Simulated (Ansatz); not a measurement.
Reactions of Cl2F2H2SSi2, SMILES `F[SiH](F)S[SiH](Cl)Cl`.

Calculated with Ansatz (gas phase, PBE0-D4/def2-TZVP geometries, no zero-point term in ΔE). CCSD(T)/CBS is the MP2 limit (def2-TZVPP, def2-QZVPP) plus CCSD(T) − MP2 in def2-TZVPP, frozen cores. This one scheme is used for every species, atoms too. For atomizations the MP2-based limit and the directly extrapolated one differ by several kJ/mol either way, and by 10 to 25 for some Ge, Se and Sn compounds, so smaller differences from it don't rank the levels. No spin–orbit coupling; open shells (•) take unrestricted orbitals. Spin–orbit coupling would lower the free atoms: a little for Cl, F, S, Si. One conformer a species, not always the lowest.

Problem. Order these by ΔE at CCSD(T)/CBS, lowest first. (Estimate.)
A. `F[SiH](F)S[SiH](Cl)Cl` + `C=C[SiH2]O` → `C=C[SiH2]O[SiH](F)F` + `S[SiH](Cl)Cl`
B. `F[SiH](F)S[SiH](Cl)Cl` + `CC(=O)O` → `CC(=O)O[SiH](F)F` + `S[SiH](Cl)Cl`
C. `F[SiH](F)S[SiH](Cl)Cl` → 2 Cl• + 2 F• + 2 H• + S• + 2 Si•
D. `F[SiH](F)S[SiH](Cl)Cl` + CH₃SH → `CS[SiH](Cl)Cl` + `F[SiH](F)S`
E. `F[SiH](F)S[SiH](Cl)Cl` + `[SiH3]Cl` → `Cl[SiH2][SiH](Cl)Cl` + `F[SiH](F)S`
F. `F[SiH](F)S[SiH](Cl)Cl` → `F[SiH](F)[S]`• + `Cl[SiH]Cl`•

Solution. A (-19.6 kcal/mol), B (-9.2 kcal/mol), D (-1.2 kcal/mol), E (+16.0 kcal/mol), F (+94.5 kcal/mol), C (+788.7 kcal/mol).

Largest T1 diagnostic: 0.015, for `CC(=O)O`.
